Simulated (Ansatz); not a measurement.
## Calculation log, GaP (F-43m) (phonons)

Method: PBEsol, PAW on Ansatz 0.2.0's default frozen-core files (fitted under PBE), scalar-relativistic.

The cell comes from a PAW relaxation under the same functional.

Command:

```sh
ansatz run input.yaml --threads 2 --pin off --max-ram 5120MiB --backend cpu --events-out ev --progress --plain --runs-dir out
```

Input:

```yaml
crystal:
  lattice:
    - [0.0, 2.71926402953, 2.71926402953]
    - [2.71926402953, 0.0, 2.71926402953]
    - [2.71926402953, 2.71926402953, 0.0]
  atoms:
    - { symbol: Ga, position: [0.0, 0.0, 0.0] }
    - { symbol: P, position: [0.75, 0.75, 0.75] }
kpoints:
  mp_grid: { grid: [8, 8, 8] }
scf:
  occupations: { method: fixed }
hamiltonian:
  xc: pbesol
  pseudopotentials: { kind: paw }
phonons:
  method: dfpt
  dielectric: true
  rigid_motions: translations
```

Output:

```
Warning: RAYON_NUM_THREADS=2 ignored (pool sized by the plan → 2); use --threads N
Engine: ansatz 0.2.0, aarch64-unknown-linux-gnu
Pseudopotentials: kind: paw
Pseudopotential: Ga, paw, valence charge 13, recommended cutoff 420 eV (normal), Ga.paw.azcp
Pseudopotential: P, paw, valence charge 5, recommended cutoff 420 eV (normal), P.paw.azcp
Functional definition: PBEsol
  exchange = pbesol_x
  correlation = pbesol_c
Crystal: 2 atoms, lattice volume = 40.215 Å³
Basis set: ecut = 420 eV, 749 PW (Γ), exchange–correlation on 54×54×54 points (8 copies of the dense FFT grid, shifted against one another)
Bands: 13, of which v1, the nominal top of the filled ones, is band 9 counted from 1 (8 counted from 0)
Symmetry: 24 space group operations
k-points: 95 of 512 (irreducible under 4 space group operations, time reversal used)
Non-local potential: Ga, projectors of the file, l = 0: 2, l = 1: 2, l = 2: 3, l = 3: 1
Non-local potential: P, projectors of the file, l = 0: 2, l = 1: 2, l = 2: 2
PAW form: soft (Blöchl's): semilocal exchange-correlation on the pseudo side does not see the compensation charge
PAW frozen core: Ga, regenerated for the run's functional, and the local potential with it (the file was generated under x = pbe(κ = 0.804, μ = 0.2195149727645171), c = pbe(β = 0.06672455060314922))
PAW frozen core: P, regenerated for the run's functional, and the local potential with it (the file was generated under x = pbe(κ = 0.804, μ = 0.2195149727645171), c = pbe(β = 0.06672455060314922))
PAW one-centre angular grid: Ga, 590 points (default); XC on 64 Gauss nodes
PAW one-centre angular grid: P, 110 points (default); XC on 64 Gauss nodes
Initial density: superposition of atomic densities (neutral atoms: chi_scale 0, normalization atom), corrected by the library's trained network
Initial wavefunctions: pseudopotential atomic-orbital guess
Functional: x = pbesol(κ = 0.804, μ = 0.12345679012345678), c = pbesol(β = 0.046)
[... 32 lines left out ...]
--- Per-component energies (eV) ---
  E_band       = -59.097640
  E_kinetic    = 186.296447
  E_local      = -2197.333404  (includes V_loc(G=0)·N_el)
  E_nonlocal   = 460.094814
  E_hartree    = 1014.907752
  E_xc         = -129.760168
  E_vxc        = -119.125988  (∫ρ·V_xc dr)
  E_paw        = -2503.634681  (= ΣΔE_a)
  E_vpaw       = -418.844844  (= ΣTr[D̂ρ^β])
  E_aug_tail   = -0.000101  (compensation charges beyond the density's cutoff)
  E_ewald      = -1315.534495
  E_core_change = 0.909074  (= ΣΔE_core)
  E_smearing   = -0.000000  (= −TS)
  E_closure    = -0.000000  (closes the sum)
  Σ components = -4484.054763   (vs F -4484.054763, Δ=0.00e0)
  k mesh reduced under 4 symmetry operations, with k and −k counted as one. Each operation leaves every solved perturbation unchanged. A smaller set is not considered because the run solves the response to a homogeneous field
  ASR residual: 3.251e-5 → 0.000e0 eV/Å²; symmetrization residual: 3.091e-6 eV/Å²
  ASR residual per site (eV/Å²): 4.23e-6 3.25e-5
  Γ frequencies (cm⁻¹): 0.00 0.00 0.00 357.05 357.05 357.05
  ε∞ (high-frequency dielectric tensor):
       10.632423    -0.000000     0.000000
       -0.000000    10.632423     0.000000
        0.000000     0.000000    10.632423
  ε⁰ (static dielectric tensor: ions relaxed, cell fixed):
       12.625799    -0.000000     0.000000
       -0.000000    12.625799    -0.000000
        0.000000    -0.000000    12.625799
  ε⁰ − ε∞ (ionic part):
        1.993376    -0.000000    -0.000000
       -0.000000     1.993376    -0.000000
       -0.000000    -0.000000     1.993376
  softest optical mode at Γ: 357.05 cm⁻¹; the repairs (sum rule, projections) moved no ω² at Γ by more than (0.67 cm⁻¹)²
  Born effective charges Z* (e; rows j = field, columns β = displacement):
    site 0:
         2.11051   -0.00000    0.00000
         0.00000    2.11051    0.00000
        -0.00000    0.00000    2.11051
    site 1:
        -2.11051    0.00000   -0.00000
         0.00000   -2.11051   -0.00000
         0.00000   -0.00000   -2.11051
  Z* charge neutrality: 3.551e-5 e pre-enforcement
  solved inside a basis spanned on kpoints, on 10×10×10 k-points transformed towards the longest dipole: ε∞ is read to err by 2.9e-2, Z* by 1.4e-2 e (field_mesh: kpoints solves on kpoints); Z* is corrected for what the basis lacks
  optical modes at Γ without the LO–TO term, one row a degenerate level:
      ω (cm⁻¹)  modes    IR ((D/Å)²/amu)
        357.05      3            14.3748
  optical modes at Γ + LO–TO along q̂ = [1.0000, 0.0000, 0.0000]:
      ω (cm⁻¹)  modes    IR ((D/Å)²/amu)
        357.05      2             9.5832
        389.09      1             4.7916
  optical modes at Γ + LO–TO along q̂ = [0.0000, 1.0000, 0.0000]:
      ω (cm⁻¹)  modes    IR ((D/Å)²/amu)
        357.05      2             9.5832
        389.09      1             4.7916
  optical modes at Γ + LO–TO along q̂ = [0.0000, 0.0000, 1.0000]:
      ω (cm⁻¹)  modes    IR ((D/Å)²/amu)
        357.05      2             9.5832
        389.09      1             4.7916
```

Self-consistency was reached.

Zone-centre phonons:

Harmonic phonons of a crystal by Kohn-Sham DFT at the given cell, standard atomic masses, acoustic sum rule imposed; negative wavenumbers are unstable modes; optical zone-centre levels upwards with Mulliken labels, activity, and the element with most of the kinetic energy.

- Point group: -43m

```csv
number,phonon wavenumber (cm⁻¹),label,infrared,raman,lead element
1,357,T2,yes,yes,P
```

Field response:

Linear response of an insulating crystal by Kohn-Sham DFT to a field and to zone-centre displacements, local fields included; Born charges neutralised; LO modes for wave vectors along x and z; Cartesian axes as in the input.

```
Dielectric electronic (x, y, z)   : 10.63, 10.63, 10.63
Dielectric static (x, y, z)       : 12.63, 12.63, 12.63
Highest phonon with field along x : 389.1 cm⁻¹
Highest phonon with field along z : 389.1 cm⁻¹
Highest phonon without field      : 357.1 cm⁻¹
```

```csv
atom,born charge xx (e),born charge yy (e),born charge zz (e)
Ga1,2.111,2.111,2.111
P2,-2.111,-2.111,-2.111
```

Caveats: frozen-core PAW files fitted under PBE, their cores solved anew for the functional of the run; zone-boundary modes aren't tested; field response not resolved by the mesh; no LO-TO term at the zone centre.

Cost: 22 s on 2 threads of Arm Neoverse V2 (shared host), peak memory 0.53 GiB.
